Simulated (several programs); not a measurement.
# What each method gives for CuI (CsCl type)

CuI (CsCl type), relaxed with r2SCAN in Ansatz, was computed with several methods. Space group Pm-3m (No. 221), cubic; a = 3.661 Å in the conventional setting, 24.54 Å³ an atom. Cu is surrounded by 8 I at 3.17 Å; I is surrounded by 8 Cu at 3.17 Å. No spin polarisation and no zero-point or thermal motion; the cell was built from a prototype and may be hypothetical.

```cif
data_structure
_symmetry_space_group_name_H-M 'P 1'
_symmetry_Int_Tables_number 1
_cell_length_a 3.6614
_cell_length_b 3.6614
_cell_length_c 3.6614
_cell_angle_alpha 90.000
_cell_angle_beta 90.000
_cell_angle_gamma 90.000
_cell_volume 49.08
loop_
_atom_site_label
_atom_site_type_symbol
_atom_site_fract_x
_atom_site_fract_y
_atom_site_fract_z
_atom_site_occupancy
Cu1 Cu 0.00000 0.00000 0.00000 1
I1 I 0.50000 0.50000 0.50000 1
```

Gaps and times are for a single point on this cell; volume and bulk modulus come from each method's own relaxation or energy curve at fixed shape. Times are rough, from shared hosts (Arm Neoverse V1), and each method has its own mesh and cell size. The energy curve of PM7 (MOPAC) is jagged, so its SCF state, and with it the gap, is in doubt. PM6 (MOPAC), PM7 (MOPAC), GFN1-xTB (tblite), GFN2-xTB (tblite) treat a cluster of cells at its zone centre, which samples few k points: where these miss a band edge, the gap comes out too large for that reason alone. Gaps from k meshes are read at a limited set of points (mesh, symmetry points, PBE's band edges), so each method's own least gap may be somewhat smaller. xTB and the PM methods were fitted mostly to molecules, and can miss a solid's gap by electronvolts. Minimal bases can be far off for gaps. Times of the plane-wave ladder aren't listed, since it ran on unlike processors and cards. d marks a direct gap, i an indirect one (no mark: not told apart), a dash a value that wasn't computed or didn't pass its checks.

```csv
method,kind,gap (eV),own volume (Å³/atom),bulk modulus (GPa),atoms computed,processor time
PBEsol,semilocal,–,22.47,–,2,–
light PBE (260 eV and a coarse mesh),light plane-wave,overlap 0.24,–,–,2,1.1 s
LDA,semilocal,overlap 0.59,21.34,–,2,–
GFN1-xTB (tblite),tight binding,0.02,25.42,68,cluster,2.9 s
GFN2-xTB (tblite),tight binding,2.87,22.54,42,cluster,3.6 s
PBE/single zeta (GPAW),small basis,overlap 1.03,–,–,2,3.6 s
PBE,semilocal,overlap 0.43,24.30,40,2,–
PBE/SZV (CP2K),small basis,overlap 0.49,–,–,2,6 s
r2SCAN,semilocal,overlap 0.10,24.54,–,2,–
PM7 (MOPAC),semi-empirical,2.55,–,–,cluster,12 s
PBE/DZVP (CP2K),small basis,overlap 0.40,25.52,36,2,16 s
PBE+SOC,semilocal,overlap 0.73,–,–,2,–
PM6 (MOPAC),semi-empirical,2.52,–,–,cluster,65 s
HSE06,hybrid,0.54 i,25.82,–,2,–
PBE0,hybrid,1.21 i,–,–,2,–
HSE06+SOC,hybrid,0.14 i,–,–,2,–
```

Against HSE06 (0.54 eV) and with closed or daggered gaps left aside, the nearest gap at the points sampled is that of HSE06+SOC (-0.40 eV) and the farthest that of GFN2-xTB (tblite) (+2.33 eV). HSE06 is only a yardstick of convenience, and nearness to it can be luck.

Volumes against r2SCAN's: PBEsol -8.4 %, LDA -13.0 %, GFN1-xTB (tblite) +3.6 %, GFN2-xTB (tblite) -8.2 %, PBE -1.0 %, PBE/DZVP (CP2K) +4.0 %, HSE06 +5.2 %.

With PBE and r2SCAN the bands overlap or touch, or nearly. Semilocal functionals can close a real gap, so this doesn't show a metal; small gaps of other methods may in turn close between the points read or with spin-orbit coupling, and the solid may be a semimetal.

Only the rows marked +SOC include spin-orbit coupling.
